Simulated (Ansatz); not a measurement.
# PbTe (WC type): other levels of theory at one geometry

The task here is to estimate one member of a computed series from the others.

Method: DFT at several levels, plane waves, PAW, in Ansatz 0.2.0.

4 further runs of the same task are left out: 2 that didn't finish, 2 set aside as unsound or not needed. Runs told in other sessions of the task aren't counted.

**The structure to begin with**

The structure is hexagonal, space group P-6m2 (No. 187). Conventional cell: a = 4.456 Å, b = 4.456 Å, c = 4.189 Å, α = 90.00°, β = 90.00°, γ = 120.00°. Pb (site symmetry -6m2) has 6 Te at 3.32 Å in its first shell of neighbours. Te (site symmetry -6m2) is surrounded by 6 Pb at 3.32 Å.

Coordinates:

```
Pb Te
1.0
     4.45597    0.00000    0.00000
    -2.22798    3.85898    0.00000
     0.00000    0.00000    4.18920
Pb Te
1 1
Direct
  0.00000 0.00000 0.00000
  0.66667 0.33333 0.50000
```

This cell comes from an earlier session at PBE: 36.018 Å³/atom at -0.01 GPa, on a 10×10×8 mesh, metallic.

Levels to run: PBE+SOC; r²SCAN; PBEsol; LDA. Hardware: 2 threads of Arm Neoverse V2, shared host.

The first run:

Input file input.yaml:

```yaml
crystal:
  lattice:
    - [4.4559662328, 0.0, 0.0]
    - [-2.2279831164, 3.858979956, 0.0]
    - [0.0, 0.0, 4.1892026525]
  atoms:
    - { symbol: Pb, position: [0.0, 0.0, 0.0] }
    - { symbol: Te, position: [0.6666666667, 0.3333333333, 0.5] }
basis:
  ecutwfc: 420
  ecutrho_ratio: 4
kpoints:
  mp_grid: { grid: [10, 10, 8] }
hamiltonian:
  xc: pbe
scf:
  occupations: { method: gaussian, width: 0.05 }
output:
  forces: true
  stress: true
  eigenvalues: true
  populations: true
  dos: { projected: true, de: 0.02 }
  write_density: true
  write_potential: true
  elf: true
  volumetric_format: npy
magnetization:
  noncollinear: true
  spin_orbit: true
```

Started as:

```console
> ansatz run input.yaml --threads 2 --pin off --max-ram 2662MiB --backend cpu --events-out ev --progress --plain --runs-dir out
```

Steps of the session up to this table: PBE+SOC; r²SCAN; PBEsol; LDA.

One table of the session follows, with a row left open; its other results are not shown here.

```
  level  pressure (GPa)
    PBE             0.0
    LDA            -3.4
 PBEsol               ?
PBE+SOC            -0.1
 r²SCAN            -0.5
```

**Question.** Estimate the row for PBEsol.

**Answer.** pressure (GPa): -2.2. In the column «pressure (GPa)» it lies between LDA (-3.4) and r²SCAN (-0.5).

The pressure runs from -3.4 GPa (LDA) to 0.0 GPa (PBE); a negative pressure means that level wants a smaller cell, a positive one a larger cell. Total energies of different levels have different zeros and can't be compared.
